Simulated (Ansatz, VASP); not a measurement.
## Cross-check of Ti3C2Cl2 between VASP and Ansatz

Wanted: the spread between two codes on one cell, functional and k mesh. The structure shown is the start of the Ansatz relaxation below; VASP solves that cell, so the two are compared at the walk's first step.

Main program and level: Ansatz 0.2.0; plane waves, with VASP 6.6.1 beside it; single point at PBE.

### 1. The starting structure

The cell holds 7 atoms: 2 Cl, 3 Ti and 2 C. Cell: a = 3.050 Å, b = 3.050 Å, c = 23.200 Å, α = 90.0°, β = 90.0°, γ = 120.0°. It derives from Ti3C2. Kind MXene sheet; termination Cl; lattice typed, then relaxed in the plane. Vacuum lies along c.

### 2. Ansatz: relaxation, PBE

Ansatz runs on its default PAW (the set named soft_2) files.

The two programs are compared at the cell with which this relaxation starts, whose forces are those of its first step.

Input file input.yaml:

```yaml
crystal:
  lattice:
    - [3.05, 0.0, 0.0]
    - [-1.525, 2.6413774815, 0.0]
    - [0.0, 0.0, 23.2]
  atoms:
    - { symbol: Cl, position: [0.666666667, 0.333333333, 0.676724138] }
    - { symbol: Ti, position: [0.333333333, 0.666666667, 0.603448276], spin: -0.6 }
    - { symbol: C, position: [0.0, 0.0, 0.551724138] }
    - { symbol: Ti, position: [0.666666667, 0.333333333, 0.5], spin: -0.6 }
    - { symbol: C, position: [0.333333333, 0.666666667, 0.448275862] }
    - { symbol: Ti, position: [0.0, 0.0, 0.396551724], spin: -0.6 }
    - { symbol: Cl, position: [0.666666667, 0.333333333, 0.323275862] }
magnetization:
  spin_polarized: true
kpoints:
  mp_grid: { grid: [12, 12, 1] }
scf:
  occupations: { method: fermi_dirac, width: 0.05 }
  n_extra_bands: 8
hamiltonian:
  xc: pbe
  pseudopotentials: { kind: paw }
output:
  forces: true
  write_potential: true
  volumetric_format: []
relax:
  f_tol: 0.03
  max_steps: 45
  cell: { fix: [c, alpha, beta] }
```

Launch:

```console
> ansatz run input.yaml --threads 4 --pin off --max-ram 12288MiB --backend cpu --events-out ev --progress --plain --runs-dir out
```

Numbers of over 12 decimals in the logs are rounded to 6 here.

What it wrote:

```text
scf.n_extra_bands = 8 over 29 filled bands (N_el = 58.0): the run solves 37 bands
Engine: ansatz 0.2.0, aarch64-unknown-linux-gnu
Pseudopotentials: kind: paw
Pseudopotential: Cl, paw, valence charge 7, recommended cutoff 420 eV (normal), Cl.paw.azcp
Pseudopotential: Ti, paw, valence charge 12, recommended cutoff 420 eV (normal), Ti.paw.azcp
Pseudopotential: C, paw, valence charge 4, recommended cutoff 420 eV (normal), C.paw.azcp
Functional definition: PBE
  parameter kappa = 0.804
  parameter beta = 0.066725
  exchange = pbe_x(kappa = kappa, mu = beta*pi^2/3)
  correlation = pbe_c(beta = beta)
Crystal: 7 atoms, lattice volume = 186.904 Å³
Basis set: ecut = 420 eV, 3653 PW (Γ), exchange–correlation on 48×48×320 points (8 copies of the dense FFT grid, shifted against one another)
Bands: 37, of which v1, the nominal top of the filled ones, is band 29 counted from 1 (28 counted from 0)
Symmetry: 12 space group operations
Space group: P-3m1 (ITA 164), of the structure as read, at distance tolerance 5.7e-5 Å
Magnetic group: BNS 164.85 (UNI 1315), of the structure as read, at distance tolerance 5.7e-5 Å
k-points: 19 of 144
Non-local potential: Cl, projectors of the file, l = 0: 2, l = 1: 2, l = 2: 2
Non-local potential: Ti, projectors of the file, l = 0: 3, l = 1: 2, l = 2: 3, l = 3: 1
Non-local potential: C, projectors of the file, l = 0: 2, l = 1: 2, l = 2: 1
PAW form: soft (Blöchl's): semilocal exchange-correlation on the pseudo side does not see the compensation charge
PAW one-centre angular grid: Cl, 110 points (default); XC on 64 Gauss nodes
PAW one-centre angular grid: Ti, 590 points (default); XC on 64 Gauss nodes
PAW one-centre angular grid: C, 110 points (default); XC on 64 Gauss nodes
Initial density: superposition of atomic densities (neutral atoms: chi_scale 0, normalization atom)
Starting moments: Σ|m| = 1.8 μB on 3 of 7 sites
Initial wavefunctions: pseudopotential atomic-orbital guess
Functional: x = pbe(κ = 0.804, μ = 0.219515), c = pbe(β = 0.066725)
SCF iter   1: F=—  HF=-10177.557222 eV  |F-HF|=—  |Δ(HF+E_count)|=         —  Δρ=5.57e-2 (↑4.60e-2 ↓5.57e-2)  dr2=5.27e1  dr2_m=2.59e-1  M=-0.505 μB ∫|m|=0.770 μB  β_m=0.30  ethr=3.10e-3  ⟨swp⟩=8.1  Hψ=6847  notcnv=0
Mixer restart at iter 1: flushing history
preconditioner: auto → LDOS  [metal: Δε(μ)=0.020 eV  Ē_g=8.995 eV  σ=0.050 eV  W_gap=0.10  n_scr=16 (ndim 8)  ℏωp=15.8 eV  f_vac=0.511  D(μ)=1.67/eV (n_scr^D=8)]
spin=Collinear: LDOS preconditioning applied to the charge; magnetization (m = ρ↑ − ρ↓) channel mixes plain (no charge-response kernel on spin).
SCF iter   2: F=—  HF=-10169.652314 eV  |F-HF|=—  |Δ(HF+E_count)|=    7.90e0  Δρ=2.72e-2 (↑2.08e-2 ↓2.72e-2)  dr2=1.20e1  dr2_m=1.33e-1  M=-0.478 μB ∫|m|=0.672 μB  β_m=0.42  ethr=3.10e-3  ⟨swp⟩=4.0  Hψ=3623  notcnv=0  defer=60
SCF iter   3: F=—  HF=-10167.545296 eV  |F-HF|=—  |Δ(HF+E_count)|=    2.11e0  Δρ=8.03e-3 (↑8.03e-3 ↓6.58e-3)  dr2=1.25e-1  dr2_m=4.01e-2  M=-0.302 μB ∫|m|=0.461 μB  β_m=0.55  ethr=3.10e-3  ⟨swp⟩=3.3  Hψ=2755  notcnv=0  defer=42
SCF iter   4: F=—  HF=-10167.881826 eV  |F-HF|=—  |Δ(HF+E_count)|=         —  Δρ=6.92e-3 (↑2.86e-3 ↓6.92e-3)  dr2=1.39e-1  dr2_m=2.80e-2  M=-0.050 μB ∫|m|=0.158 μB  β_m=0.55  ethr=2.16e-4  ⟨swp⟩=4.2  Hψ=3368  notcnv=0  defer=36
SCF iter   5: F=—  HF=-10167.851143 eV  |F-HF|=—  |Δ(HF+E_count)|=   3.07e-2  Δρ=2.02e-3 (↑1.65e-3 ↓2.02e-3)  dr2=4.26e-3  dr2_m=5.02e-3  M=-0.025 μB ∫|m|=0.093 μB  β_m=0.73  ethr=2.16e-4  ⟨swp⟩=2.3  Hψ=2255  notcnv=0  defer=33
SCF iter   6: F=—  HF=-10167.852866 eV  |F-HF|=—  |Δ(HF+E_count)|=   1.72e-3  Δρ=6.67e-4 (↑4.33e-4 ↓6.67e-4)  dr2=1.33e-3  dr2_m=3.87e-4  M=-0.008 μB ∫|m|=0.034 μB  β_m=0.70  ethr=7.34e-6  ⟨swp⟩=3.4  Hψ=3009  notcnv=0  defer=33
SCF iter   7: F=—  HF=-10167.852778 eV  |F-HF|=—  |Δ(HF+E_count)|=   8.76e-5  Δρ=2.03e-4 (↑1.86e-4 ↓2.03e-4)  dr2=9.21e-5  dr2_m=5.35e-5  M=-0.003 μB ∫|m|=0.015 μB  β_m=0.70  ethr=2.30e-6  ⟨swp⟩=2.5  Hψ=2315  notcnv=0  defer=31
SCF iter   8: F=—  HF=-10167.852819 eV  |F-HF|=—  |Δ(HF+E_count)|=   4.03e-5  Δρ=7.41e-5 (↑7.41e-5 ↓5.44e-5)  dr2=9.69e-6  dr2_m=5.11e-6  M=-0.001 μB ∫|m|=0.004 μB  β_m=0.80  ethr=1.59e-7  ⟨swp⟩=3.2  Hψ=2836  notcnv=0  defer=31
SCF iter   9: F=—  HF=-10167.852832 eV  |F-HF|=—  |Δ(HF+E_count)|=   1.32e-5  Δρ=1.65e-5 (↑1.22e-5 ↓1.65e-5)  dr2=6.81e-7  dr2_m=2.04e-7  M=-0.000 μB ∫|m|=0.001 μB  β_m=0.76  ethr=1.67e-8  ⟨swp⟩=2.8  Hψ=2639  notcnv=0  defer=31
SCF iter  10: F=—  HF=-10167.852832 eV  |F-HF|=—  |Δ(HF+E_count)|=   3.89e-7  Δρ=5.68e-6 (↑2.99e-6 ↓5.68e-6)  dr2=9.83e-8  dr2_m=1.72e-8  M=-0.000 μB ∫|m|=0.000 μB  β_m=0.73  ethr=1.17e-9  ⟨swp⟩=2.7  Hψ=2647  notcnv=0  defer=31
SCF iter  11: F=—  HF=-10167.852832 eV  |F-HF|=—  |Δ(HF+E_count)|=   1.24e-8  Δρ=1.38e-6 (↑1.38e-6 ↓8.69e-7)  dr2=3.11e-9  dr2_m=1.38e-9  M=-0.000 μB ∫|m|=0.000 μB  β_m=0.77  ethr=1.70e-10  ⟨swp⟩=2.6  Hψ=2357  notcnv=0  defer=31
[...]
SCF iter   4: F=—  HF=-10168.511127 eV  |F-HF|=—  |Δ(HF+E_count)|=   3.98e-5  Δρ=9.74e-7 (↑9.74e-7 ↓9.65e-7)  dr2=3.22e-9  dr2_m=1.39e-12  M=0.000 μB ∫|m|=0.000 μB  β_m=0.58  ethr=1.69e-11  ⟨swp⟩=3.5  Hψ=3128  notcnv=0
SCF iter   5: F=—  HF=-10168.511127 eV  |F-HF|=—  |Δ(HF+E_count)|=   1.69e-7  Δρ=5.07e-7 (↑5.03e-7 ↓5.07e-7)  dr2=1.56e-9  dr2_m=4.89e-13  M=0.000 μB ∫|m|=0.000 μB  β_m=0.61  ethr=5.56e-12  ⟨swp⟩=4.1  Hψ=2986  notcnv=0
SCF iter   6: F=—  HF=-10168.511127 eV  |F-HF|=—  |Δ(HF+E_count)|=   3.76e-8  Δρ=9.31e-8 (↑9.05e-8 ↓9.31e-8)  dr2=4.55e-11  dr2_m=2.53e-13  M=0.000 μB ∫|m|=0.000 μB  β_m=0.60  ethr=2.68e-12  ⟨swp⟩=2.8  Hψ=2642  notcnv=0
SCF iter   7: F=-10168.511127 eV  HF=-10168.511127 eV  |F-HF|=3.75e-10  |Δ(HF+E_count)|=   9.46e-9  Δρ=6.24e-8 (↑5.74e-8 ↓6.24e-8)  dr2=2.25e-11  dr2_m=1.04e-13  M=0.000 μB ∫|m|=0.000 μB  ethr=1.00e-12  ⟨swp⟩=6.5  Hψ=6946  notcnv=0
the starting moments were not kept: the SCF closed with an absolute magnetisation of 8.7e-7 μB, where they sum to 1.8 μB in size (3 sites). That is at most 0.1 of that sum. Measured as dr2_m measures the in/out step, that magnetisation stands 7.7e-14 eV from none, at or under the dr2_threshold of 7.0e-11 eV: it is no larger than a step whose dr2_m would equal this threshold.
SCF 8 converged in 7 iterations: F = -10168.511127 eV  dr2 = 2.25e-11
relax step   8: F+E_penalty+E_count = -10168.51112702 eV  Δ(F+E_penalty+E_count) = -8.747e-5 eV  max|allowed force component| = 1.890e-3 eV/Å  Δτ_max = 0.0000 Å  P = +0.006 GPa  Ω = 204.443 Å³  fix = [c, alpha, beta]  reactions: c +0.002 GPa  stress off target by 7.90e-3 GPa on what of the cell is left free  SCF on the basis re-selected at this cell (its energy is not comparable with the rows above)  (7 SCF iters)
basis re-selected at this cell: Δ(F+E_penalty+E_count) = -8.747e-5 eV, ΔP = -0.000 GPa vs the last step (what re-selecting the basis moved, of the pressure what is left beyond the Pulay correction that the steps carried, after the strain that the cell walked since its last selection, with what the two solves' SCF thresholds leave and, on support functions, any second-order correction that the steps lacked; it is no m [...]
WARN: The input density's exchange-correlation potential varies sharply where the density is thin. Do not read a vacuum level from v_tot or v_xc, or from such a field of the output density. On a cell that repeats whose density bears no net charge and no dipole along the vacuum's axis use v_es (v_loc + v_h of the components); under efield.dipole_correction with no amplitude use v_es + v_field, which holds any external [...]
SCF converged after 7 iterations
Magnetization: 0.0000 μB (29.0000 up, 29.0000 down)
Absolute magnetization: 0.0000 μB (∫|ρ↑−ρ↓|, with the PAW one-centre terms)
Spin contamination: 0.0000 ħ² per cell (⟨S²⟩ above its minimum at these occupations)
Per-site moments (μB) at R_I (Å): [(-9.028667446267784e-9, 1.035531), (1.2394639700185847e-7, 0.869921), (-1.2037966265574026e-7, 0.869921), (1.3173052099535213e-7, 0.921296), (-1.203796626114034e-7, 0.869921), (1.2394639696486907e-7, 0.869921), (-9.028667804080667e-9, 1.035531)]
Free energy (F): -10168.511127 eV
Harris-Foulkes:  -10168.511127 eV  (|F-HF|=3.75e-10)
Internal energy: -10168.493252 eV  (E = F + TS)
E sigma→0 (E₀):  -10168.502190 eV
Entropy (-TS):   -0.017875 eV (-2.554 meV/atom)
Fermi energy:    3.158591 eV
--- Per-component energies (eV) ---
  E_band       = -977.931212
  E_kinetic    = 1320.691860
  E_local      = -54467.374138  (includes V_loc(G=0)·N_el)
  E_nonlocal   = 128.798579
  E_hartree    = 26645.113160
  E_xc         = -607.665912
  E_vxc        = -735.786420  (∫ρ·V_xc dr)
  E_paw        = -4656.345591  (= ΣΔE_a)
  E_vpaw       = -514.488004  (= ΣTr[D̂ρ^β])
  E_aug_tail   = 0.000541  (compensation charges beyond the density's cutoff)
  E_ewald      = 21468.288250
  E_smearing   = -0.017875  (= −TS)
  E_closure    = -0.000000  (closes the sum)
  Σ components = -10168.511127   (vs F -10168.511127, Δ=0.00e0)
--- Forces (eV/Å), atoms counted from 1 ---
  atom   1  Cl     0.00000000     0.00000000     0.00040791
  atom   2  Ti     0.00000000    -0.00000000    -0.00107472
  atom   3  C      0.00000000    -0.00000000     0.00188959
  atom   4  Ti    -0.00000000    -0.00000000     0.00000000
  atom   5  C      0.00000000     0.00000000    -0.00188959
  atom   6  Ti     0.00000000     0.00000000     0.00107472
  atom   7  Cl     0.00000000    -0.00000000    -0.00040791
  max |Σ_I F_I| component: 2.08e-17 eV/Å
--- Stress (GPa, compression-positive) ---
        0.007899      -0.000000      -0.000000
       -0.000000       0.007899      -0.000000
       -0.000000      -0.000000       0.002481
  P = ⅓ Tr σ = 0.0061 GPa (0.061 kbar)
--- Band table (eV; the first three rows and the last of 38) ---
  k-point 0 ↑: bands = [... 25 lower, 1.0559, 1.5566, 1.5566, 3.0047, 3.0047, 3.6509, 3.8570, 3.8570, ... 4 higher]
  k-point 1 ↑: bands = [... 25 lower, 1.0471, 1.1646, 1.4008, 2.9179, 3.1488, 3.6285, 3.9492, 3.9639, ... 4 higher]
  k-point 2 ↑: bands = [... 25 lower, 0.4952, 0.9615, 1.1249, 2.5435, 3.4754, 3.6882, 4.0873, 4.1464, ... 4 higher]
  k-point 18 ↓: bands = [... 25 lower, -0.4678, 0.4606, 0.4606, 3.8905, 3.8905, 4.0031, 4.3671, 4.4980, ... 4 higher]
--- Relaxed structure (6 steps of the walk, 6 accepted, 2 SCFs on fresh bases) ---
  F+E_penalty+E_count = -10168.51112702 eV   max|allowed force component| = 1.890e-3 eV/Å   (the final SCF, on the basis selected at the relaxed cell)
  cell:  # Å, volume = 204.4431 Å³
    - [3.189899, 0, 0]
    - [-1.594949, 2.762533, 0]
    - [0, 0, 23.2]
  atoms:
    - { symbol: Cl, position: [0.666667, 0.333333, 0.672279] }
    - { symbol: Ti, position: [0.333333, 0.666667, 0.598748] }
    - { symbol: C, position: [1.3625308642181089e-17, -2.9077269684870345e-17, 0.554462] }
    - { symbol: Ti, position: [0.666667, 0.333333, 0.500000] }
    - { symbol: C, position: [0.333333, 0.666667, 0.445538] }
    - { symbol: Ti, position: [1.4730350936094246e-17, -2.9077269684870345e-17, 0.401252] }
    - { symbol: Cl, position: [0.666667, 0.333333, 0.327721] }
```

(Continued in part 2 of 2.)

[Lines on the potential files, build, host, timing and source positions are cut from VASP's logs without a mark.]

[Logs are printed without paths, hosts, clocks, repeated set-up lines and the standing remarks that a program may print on its own settings, such as how far it seeks lower states.]

[Hosts, paths, dates, database ids (printed as entryN), source tags and the programs' standing remarks are cut or masked in the printed files.]
